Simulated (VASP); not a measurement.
The system is Zn2SnN2.

```
Zn Sn N
1.0
     3.93335    0.00000    0.00000
    -1.96668    3.40638    0.00000
     0.00000    0.00000    6.30641
Zn Sn N
2 1 2
Direct
  0.33333 0.66667 0.36944
  0.66667 0.33333 0.63056
  0.00000 0.00000 0.00000
  0.33333 0.66667 0.76793
  0.66667 0.33333 0.23207
```

The cell was built by a generator and needn't be a form met in nature.

* Program: VASP 6.6.1
* Task: relaxation of cell and atoms
* Functional: PBE
* Potentials or basis: VASP PAW PBE potentials, release 64 (Zn, Sn_d, N)
* Cutoff: 520 eV
* k mesh: 4 × 4 × 2
* Occupations: gaussian, width 0.15 eV
* Spin: no spin polarisation

At the start: pressure -15.2 GPa; volume 16.90 Å³/atom.

Problem. How do energy, volume and symmetry change on relaxing?

Solution. Over 12 steps the energy falls by 346.1 meV/atom and the volume is 13.84 Å³/atom (-18.1 %); space group P-3m1 (No. 164, to 0.05 Å).

The path:
| step | energy change (eV) | largest force (eV/Å) | pressure (GPa) | volume (Å³) |
| --- | --- | --- | --- | --- |
| 1 | 0.0000 | 1.7192 | -15.17 | 84.50 |
| 2 | -1.1820 | 1.4492 | 3.94 | 66.39 |
| 3 | -1.1840 | 1.4706 | 1.92 | 67.00 |
| 4 | -1.4117 | 1.1822 | 3.07 | 67.34 |
| 5 | -1.6761 | 0.5549 | 2.72 | 68.29 |
| 6 | -1.6933 | 0.2769 | 2.39 | 68.10 |
| 7 | -1.7135 | 0.0498 | -2.61 | 71.15 |
| 8 | -1.7209 | 0.1191 | -1.84 | 70.07 |
| 9 | -1.7204 | 0.1377 | -0.55 | 69.79 |
| 10 | -1.7208 | 0.1162 | -1.69 | 69.92 |
| 11 | -1.7206 | 0.1309 | -0.93 | 69.87 |
| 12 | -1.7305 | 0.0404 | -0.27 | 69.20 |

Final structure:
```cif
data_structure
_symmetry_space_group_name_H-M 'P 1'
_symmetry_Int_Tables_number 1
_cell_length_a 3.5473
_cell_length_b 3.5473
_cell_length_c 6.3499
_cell_angle_alpha 90.000
_cell_angle_beta 90.000
_cell_angle_gamma 120.000
_cell_volume 69.20
loop_
_atom_site_label
_atom_site_type_symbol
_atom_site_fract_x
_atom_site_fract_y
_atom_site_fract_z
_atom_site_occupancy
Zn1 Zn 0.33333 0.66667 0.36026 1
Zn2 Zn 0.66667 0.33333 0.63974 1
Sn1 Sn 0.00000 0.00000 0.00000 1
N1 N 0.33333 0.66667 0.71155 1
N2 N 0.66667 0.33333 0.28845 1
```

Caveat: the k mesh is coarse (spacing up to 0.50 Å⁻¹), so the values aren't converged; the volume moved by over 15 % at a fixed basis, so the end points are rough; the relaxation stopped at a loose force limit of 0.08 eV/Å, so its end isn't a converged minimum.
